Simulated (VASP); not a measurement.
# Ag (Fm-3m) in VASP: further runs

The runs below take Ag through relaxation of the atoms, with r2SCAN.

Program: VASP 6.6.1. These are calculated values, not measurements. Logs are shortened: lines on timing, memory, paths and dates and some standing lists are left out, and cuts for length are marked.

## Step 1: Starting point

Symmetry: Fm-3m, No. 225, cubic system. The conventional cell has a = 4.106 Å, b = 4.106 Å, c = 4.106 Å, α = 90.00°, β = 90.00°, γ = 90.00°. Ag (site symmetry m-3m) is surrounded by 12 Ag at 2.90 Å.

## Step 2: Relaxation of the atoms, r2SCAN (a relaxed cell with its volume scaled by 0.98)

Input file INCAR:

```
SYSTEM = Ag
PREC = Accurate
ENCUT = 600
EDIFF = 1E-7
ISMEAR = 1
SIGMA = 0.1
LREAL = .FALSE.
LASPH = .TRUE.
NELM = 80
ALGO = Normal
ISIF = 2
LWAVE = .FALSE.
LCHARG = .FALSE.
METAGGA = R2SCAN
LMIXTAU = .TRUE.
IBRION = 2
NSW = 40
EDIFFG = -0.01
```

Input file KPOINTS:

```
Automatic mesh
0
G
  16 16 16
  0 0 0
```

Input file POSCAR:

```
Ag                                      
1.0
    0.0000000000      2.0392900903      2.0392900903
    2.0392900903      0.0000000000      2.0392900903
    2.0392900903      2.0392900903      0.0000000000
  Ag            
     1
Direct
     0.0000000000000000    0.0000000000000000    0.0000000000000000
```

Potentials or basis: VASP PAW PBE potentials, release 64 (Ag).

The run is started by

```
cat potpaw_PBE.64/Ag/POTCAR > POTCAR
mpirun -np 1 vasp_std > vasp.out
```

OUTCAR:

```text
SYSTEM = Ag
   PREC = Accurate
   ENCUT = 600
   EDIFF = 1E-7
   ISMEAR = 1
   LREAL = .FALSE.
   LASPH = .TRUE.
   NELM = 80
   ISIF = 2
   METAGGA = R2SCAN
   IBRION = 2
   NSW = 40
   EDIFFG = -0.01

 ion  position               nearest neighbor table
   1  0.000  0.000  0.000-

  LATTYP: Found a face centered cubic cell.
 ALAT       =     4.0785801806

  Lattice vectors:

 A1 = (   0.0000000000,   2.0392900903,   2.0392900903)
 A2 = (   2.0392900903,   0.0000000000,   2.0392900903)
 A3 = (   2.0392900903,   2.0392900903,   0.0000000000)

Analysis of symmetry for initial positions (statically):
=====================================================================
 Subroutine PRICEL returns:
 Original cell was already a primitive cell.

 Routine SETGRP: Setting up the symmetry group for a
 face centered cubic supercell.

 Subroutine GETGRP returns: Found 48 space group operations
 (whereof 48 operations were pure point group operations)
 out of a pool of 48 trial point group operations.

The static configuration has the point symmetry O_h .

Analysis of symmetry for dynamics (positions and initial velocities):
=====================================================================
 Subroutine PRICEL returns:
 Original cell was already a primitive cell.

 Routine SETGRP: Setting up the symmetry group for a
 face centered cubic supercell.

 Subroutine GETGRP returns: Found 48 space group operations
 (whereof 48 operations were pure point group operations)
 out of a pool of 48 trial point group operations.

The dynamic configuration has the point symmetry O_h .

 Subroutine INISYM returns: Found 48 space group operations
 (whereof 48 operations are pure point group operations),
 and found     1 'primitive' translations

----------------------------------------------------------------------------------------

                                     Primitive cell

  volume of cell :      16.9616

  direct lattice vectors                    reciprocal lattice vectors
     0.000000000  2.039290090  2.039290090    -0.245183362  0.245183362  0.245183362
     2.039290090  0.000000000  2.039290090     0.245183362 -0.245183362  0.245183362
     2.039290090  2.039290090  0.000000000     0.245183362  0.245183362 -0.245183362

  length of vectors
     2.883991703  2.883991703  2.883991703     0.424670040  0.424670040  0.424670040

  position of ions in fractional coordinates (direct lattice)
     0.000000000  0.000000000  0.000000000

  ion indices of the primitive-cell ions
   primitive index   ion index
                 1           1

----------------------------------------------------------------------------------------

 KPOINTS: Automatic mesh

Automatic generation of k-mesh.
 Grid dimensions read from file:
 generate k-points for:   16   16   16

 Generating k-lattice:

  Cartesian coordinates                     Fractional coordinates (reciprocal lattice)
    -0.015323960  0.015323960  0.015323960     0.062500000  0.000000000  0.000000000
     0.015323960 -0.015323960  0.015323960     0.000000000  0.062500000  0.000000000
     0.015323960  0.015323960 -0.015323960     0.000000000  0.000000000  0.062500000

  Length of vectors
     0.026541877  0.026541877  0.026541877

  Shift w.r.t. Gamma in fractional coordinates (k-lattice)
     0.000000000  0.000000000  0.000000000

 Subroutine IBZKPT returns following result:
 ===========================================

 Found    145 irreducible k-points:

 Following reciprocal coordinates:
            Coordinates               Weight
  0.000000  0.000000  0.000000      1.000000
  0.062500  0.000000  0.000000      8.000000
  0.125000  0.000000  0.000000      8.000000
  0.187500  0.000000  0.000000      8.000000
  0.250000  0.000000  0.000000      8.000000
  0.312500  0.000000  0.000000      8.000000
[... 16 lines left out ...]
 -0.125000  0.062500  0.000000     24.000000
 -0.062500  0.062500  0.000000     12.000000
 [... further k-points ...]
   k-points           NKPTS =    145   k-points in BZ     NKDIM =    145   number of bands    NBANDS=      9
   number of dos      NEDOS =    301   number of ions     NIONS =      1
   total plane-waves  NPLWV =  13824
   dimension x,y,z NGX =    24 NGY =   24 NGZ =   24
   dimension x,y,z NGXF=    48 NGYF=   48 NGZF=   48
   ions per type =               1
   NGX,Y,Z   is equivalent  to a cutoff of  13.83, 13.83, 13.83 a.u.
   NGXF,Y,Z  is equivalent  to a cutoff of  27.67, 27.67, 27.67 a.u.
 SYSTEM =  Ag
   PREC   = accura    normal or accurate (medium, high low for compatibility)
   ISTART =      0    job   : 0-new  1-cont  2-samecut
   ICHARG =      2    charge: 1-file 2-atom 10-const
   ISPIN  =      1    spin polarized calculation?
   LNONCOLLINEAR =      F non collinear calculations
   LSORBIT =      F    spin-orbit coupling
   LASPH  =      T    aspherical Exc in radial PAW
   ENCUT  =  600.0 eV  44.10 Ry    6.64 a.u.   5.76  5.76  5.76*2*pi/ulx,y,z
   NELM   =     80;   NELMIN=  2; NELMDL= -5     # of ELM steps
   EDIFF  = 0.1E-06   stopping-criterion for ELM
   LREAL  =      F    real-space projection
   EDIFFG = -.1E-01   stopping-criterion for IOM
   NSW    =     40    number of steps for IOM
   IBRION =      2    ionic relax: 0-MD 1-quasi-New 2-CG
   NFREE  =      1    steps in history (QN), initial steepest desc. (CG)
   ISIF   =      2    stress and relaxation
   ISYM   =      2    0-nonsym 1-usesym 2-fastsym
   POTIM  = 0.5000    time-step for ionic-motion
   TEBEG  =    0.0;   TEEND  =   0.0 temperature during run
   PSTRESS=    0.0 pullay stress
   NELECT =      11.0000    total number of electrons
   NUPDOWN=      -1.0000    fix difference up-down
   EMIN   =  10.00;   EMAX   =-10.00  energy-range for DOS
   EFERMI =   0.00;   METHOD = LEGACY
   ISMEAR =     1;   SIGMA  =   0.10  broadening in eV -4-tet -1-fermi 0-gaus
   EFERMI_NEDOS =   21; number of points for ismear=-14 and -15
   IALGO  =     38    algorithm
   IMIX   =      4    mixing-type and parameters
     AMIX     =   0.40;   BMIX     =  1.00
     AMIX_MAG =   1.60;   BMIX_MAG =  1.00
  volume/ion in A,a.u.               =      16.96       114.46
  Fermi-wavevector in a.u.,A,eV,Ry     =   1.417044  2.677825 27.320691  2.008014
  Thomas-Fermi vector in A             =   2.538315
   LORBIT       =      0    0 simple, 1 ext, 2 COOP (PROOUT), +10 PAW based schemes
   METAGGA = R2SCAN    functional components
   LHFCALC =     F    Hartree Fock is set to
   AEXX    =    0.0000 exact exchange contribution
   IVDW    =     0    specifies the selected vdW correction
   LEPSILON=     F    determine dielectric tensor
   LRPA    =     F    only Hartree local field effects (RPA)
 conjugate gradient relaxation of ions
 non-spin polarized calculation
 Methfessel and Paxton  Order N= 1 SIGMA  =   0.10
  energy-cutoff  :      600.00
  volume of cell :       16.96
 maximum number of plane-waves:       588
   NGX = 11   NGY = 11   NGZ = 11

 number of electron      10.9999999 magnetization

 Free energy of the ion-electron system (eV)
  ---------------------------------------------------
  ext. energy  EPLUGINS =         0.00000000
  ---------------------------------------------------
  free energy    TOTEN  =       -21.35584913 eV

  energy without entropy =      -21.35537538  energy(sigma->0) =      -21.35569121

 E-fermi :   8.4505     XC(G=0): -13.0052

 val. band max:        8.4180947149   @ k =   0.5000   0.3125   0.1250
 cond. band min:       8.4604017919   @ k =   0.5000   0.1875   0.0625
 fundamental gap:      0.0423070770
 Fermi energy:         8.4505457829

 k-point     1 :       0.0000    0.0000    0.0000
  band No.  band energies     occupation
      1       0.5039      2.00000
      2       3.3451      2.00000
      3       3.3451      2.00000
      4       3.3451      2.00000
      5       4.4005      2.00000
      6       4.4005      2.00000
      7      25.1744      0.00000
      8      28.9356      0.00000
      9      28.9356      0.00000

 k-point     2 :       0.0625    0.0000    0.0000
  band No.  band energies     occupation
      1       0.6306      2.00000
      2       3.3164      2.00000
      3       3.3801      2.00000
      4       3.3801      2.00000
      5       4.3872      2.00000
      6       4.3872      2.00000
      7      25.1917      0.00000
      8      27.8654      0.00000
      9      28.9838      0.00000

 k-point     3 :       0.1250    0.0000    0.0000
  band No.  band energies     occupation
      1       0.9904      2.00000
      2       3.2586      2.00000
      3       3.4669      2.00000
      4       3.4669      2.00000
      5       4.3656      2.00000
      6       4.3656      2.00000
      7      24.6685      0.00000
      8      26.3680      0.00000
      9      29.0913      0.00000

 k-point     4 :       0.1875    0.0000    0.0000
  band No.  band energies     occupation
      1       1.4863      2.00000
      2       3.2869      2.00000
      3       3.5460      2.00000
      4       3.5460      2.00000
      5       4.3936      2.00000
      6       4.3936      2.00000
      7      22.5866      0.00000
      8      26.0694      0.00000
      9      29.1430      0.00000
[... 205 lines left out ...]
 k-point    22 :      -0.1875    0.0625    0.0000
  band No.  band energies     occupation
      1       1.7432      2.00000
      2       3.2293      2.00000
      3       3.6063      2.00000
      4       3.6156      2.00000
      5       4.2665      2.00000
      6       4.6400      2.00000
      7      21.8579      0.00000
      8      25.4004      0.00000
      9      28.1018      0.00000

 k-point    23 :      -0.1250    0.0625    0.0000
  band No.  band energies     occupation
      1       1.2544      2.00000
      2       3.1814      2.00000
      3       3.5288      2.00000
      4       3.5587      2.00000
      5       4.2521      2.00000
      6       4.4803      2.00000
      7      24.1880      0.00000
      8      25.6837      0.00000
      9      28.1656      0.00000

 k-point    24 :      -0.0625    0.0625    0.0000
  band No.  band energies     occupation
      1       0.8364      2.00000
      2       3.2567      2.00000
      3       3.4279      2.00000
      4       3.4584      2.00000
      5       4.3189      2.00000
      6       4.4220      2.00000
      7      25.1554      0.00000
      8      26.8538      0.00000
      9      28.2993      0.00000

 [... further k-points ...]

------------------------ aborting loop because EDIFF is reached ----------------------------------------

  FORCE on cell =-STRESS in cart. coord.  units (eV):
  Direction    XX          YY          ZZ          XY          YZ          ZX
  --------------------------------------------------------------------------------------
  -------------------------------------------------------------------------------------
  Total        0.2353112      0.2353112      0.2353112      0.0000000      0.0000000      0.0000000
  in kB       22.2272742     22.2272742     22.2272742      0.0000000      0.0000000      0.0000000
  external PRESSURE =      22.2272742 kB  Pullay stress =       0.0000000 kB

 VOLUME and BASIS-vectors are now :
 -----------------------------------------------------------------------------
  energy-cutoff  :      600.00
  volume of cell :       16.96
      direct lattice vectors                 reciprocal lattice vectors
     0.000000000  2.039290090  2.039290090    -0.245183362  0.245183362  0.245183362
     2.039290090  0.000000000  2.039290090     0.245183362 -0.245183362  0.245183362
     2.039290090  2.039290090  0.000000000     0.245183362  0.245183362 -0.245183362

 POSITION                                       TOTAL-FORCE (eV/Angst)
 -----------------------------------------------------------------------------------
      0.00000      0.00000      0.00000         0.000000      0.000000     -0.000000
 -----------------------------------------------------------------------------------
    total drift:                               -0.000000     -0.000000      0.000000

  FREE ENERGIE OF THE ION-ELECTRON SYSTEM (eV)
  ---------------------------------------------------
  free  energy   TOTEN  =       -21.3558491296 eV

  energy  without entropy=      -21.3553753803  energy(sigma->0) =      -21.35569121

 reached required accuracy - stopping structural energy minimisation
```

Wall time 64 s (1 thread of AMD EPYC 9R45 (Zen 5), shared host); peak memory 0.14 GiB.

Results:

| Item | Value |
| --- | --- |
| Free energy | -21.3558 eV |
| Pressure after relaxing | 2.2 GPa |
| Band gap on the k mesh | none (metal or under the smearing width) |

Final structure:
```
CELL_PARAMETERS angstrom
0.00000 2.03929 2.03929
2.03929 0.00000 2.03929
2.03929 2.03929 0.00000
ATOMIC_POSITIONS crystal
Ag 0.00000 0.00000 0.00000
```

Levels at points of the mesh, in eV from the Fermi level:
| k point | band 2 | band 3 | band 4 | band 5 | band 6 | band 7 | band 8 | band 9 |
| --- | --- | --- | --- | --- | --- | --- | --- | --- |
| (0.00, 0.00, 0.00) | -5.11 | -5.11 | -5.11 | -4.05 | -4.05 | 16.72 | 20.49 | 20.49 |
| (0.50, 0.00, 0.00) | -5.13 | -5.13 | -3.23 | -3.23 | -0.30 | 3.79 | 15.96 | 18.73 |
| (0.50, 0.50, 0.00) | -6.65 | -3.26 | -3.01 | -3.01 | 1.78 | 7.07 | 11.22 | 11.22 |

Caveat: the relaxation stopped at its first step, so nothing moved; the PAW data sets were made with another functional, which shifts forces and pressure a little.

## Step 3: Relaxation of the atoms, r2SCAN

INCAR is that of step 2.

KPOINTS is that of step 2.

Input file POSCAR:

```
Ag                                      
1.0
    0.0000000000      2.0530694954      2.0530694954
    2.0530694954      0.0000000000      2.0530694954
    2.0530694954      2.0530694954      0.0000000000
  Ag            
     1
Direct
     0.0000000000000000    0.0000000000000000    0.0000000000000000
```

Potentials or basis: VASP PAW PBE potentials, release 64 (Ag).

The run is started by

```
cat potpaw_PBE.64/Ag/POTCAR > POTCAR
mpirun -np 1 vasp_std > vasp.out
```

Run time: 64 s. Hardware: 1 thread of AMD EPYC 9R45 (Zen 5), shared host; peak memory 0.14 GiB.

Results (log left out):

- Free energy: -21.3584 eV
- Pressure after relaxing: 0.0 GPa
- Band gap on the k mesh: none (metal or under the smearing width)

Final structure:
```cif
data_structure
_symmetry_space_group_name_H-M 'P 1'
_symmetry_Int_Tables_number 1
_cell_length_a 2.9035
_cell_length_b 2.9035
_cell_length_c 2.9035
_cell_angle_alpha 60.000
_cell_angle_beta 60.000
_cell_angle_gamma 60.000
_cell_volume 17.31
loop_
_atom_site_label
_atom_site_type_symbol
_atom_site_fract_x
_atom_site_fract_y
_atom_site_fract_z
_atom_site_occupancy
Ag1 Ag 0.00000 0.00000 0.00000 1
```

Levels at points of the mesh, in eV from the Fermi level:
```csv
k point,band 2,band 3,band 4,band 5,band 6,band 7,band 8,band 9
"(0.00, 0.00, 0.00)",-5.03,-5.03,-5.03,-4.01,-4.01,16.67,20.30,20.30
"(0.50, 0.00, 0.00)",-5.06,-5.06,-3.22,-3.22,-0.24,3.68,15.90,18.50
"(0.50, 0.50, 0.00)",-6.52,-3.26,-3.01,-3.01,1.80,6.91,11.11,11.11
```

Caveat: the relaxation stopped at its first step, so nothing moved; the PAW data sets were made with another functional, which shifts forces and pressure a little.

## Step 4: Relaxation of the atoms, r2SCAN (a relaxed cell with its volume scaled by 1.02)

INCAR is that of step 3.

KPOINTS is that of step 3.

Input file POSCAR:

```
Ag                                      
1.0
    0.0000000000      2.0666663784      2.0666663784
    2.0666663784      0.0000000000      2.0666663784
    2.0666663784      2.0666663784      0.0000000000
  Ag            
     1
Direct
     0.0000000000000000    0.0000000000000000    0.0000000000000000
```

The run is started by

```
cat potpaw_PBE.64/Ag/POTCAR > POTCAR
mpirun -np 1 vasp_std > vasp.out
```

It took 65 s on 1 thread of AMD EPYC 9R45 (Zen 5), shared host; peak memory 0.14 GiB.

The run converged. Its results:

```
Free energy             : -21.3565 eV
Pressure after relaxing : -1.9 GPa
Band gap on the k mesh  : none (metal or under the smearing width)
```

Final structure:
```cif
data_structure
_symmetry_space_group_name_H-M 'P 1'
_symmetry_Int_Tables_number 1
_cell_length_a 2.9227
_cell_length_b 2.9227
_cell_length_c 2.9227
_cell_angle_alpha 60.000
_cell_angle_beta 60.000
_cell_angle_gamma 60.000
_cell_volume 17.65
loop_
_atom_site_label
_atom_site_type_symbol
_atom_site_fract_x
_atom_site_fract_y
_atom_site_fract_z
_atom_site_occupancy
Ag1 Ag 0.00000 0.00000 0.00000 1
```

Levels at points of the mesh, in eV from the Fermi level:
| k point | band 4 | band 5 | band 6 | band 7 | band 8 | band 9 |
| --- | --- | --- | --- | --- | --- | --- |
| (0.00, 0.00, 0.00) | -4.97 | -3.98 | -3.98 | 16.61 | 20.12 | 20.12 |
| (0.50, 0.00, 0.00) | -3.22 | -3.22 | -0.19 | 3.56 | 15.84 | 18.28 |
| (0.50, 0.50, 0.00) | -3.01 | -3.01 | 1.81 | 6.75 | 11.00 | 11.00 |

Caveat: the relaxation stopped at its first step, so nothing moved; the PAW data sets were made with another functional, which shifts forces and pressure a little.

## Step 5: Summary

```csv
cell,gap on the mesh (eV),pressure (GPa)
atoms relaxed from: a relaxed cell with its volume scaled by 0.98,none,2.2
atoms relaxed,none,0.0
atoms relaxed from: a relaxed cell with its volume scaled by 1.02,none,-1.9
```

Alike in all rows: task relaxation of the atoms; level r2SCAN; potentials or basis VASP PAW PBE potentials, release 64 (Ag); no spin polarisation; k mesh 16 × 16 × 16; cutoff (eV) 600; smearing methfessel-paxton 0.1 eV.

Caveats: the relaxation stopped at its first step, so nothing moved; the PAW data sets were made with another functional, which shifts forces and pressure a little.

Total energies depend on the potentials used, so only differences within one code and one set of settings carry meaning.
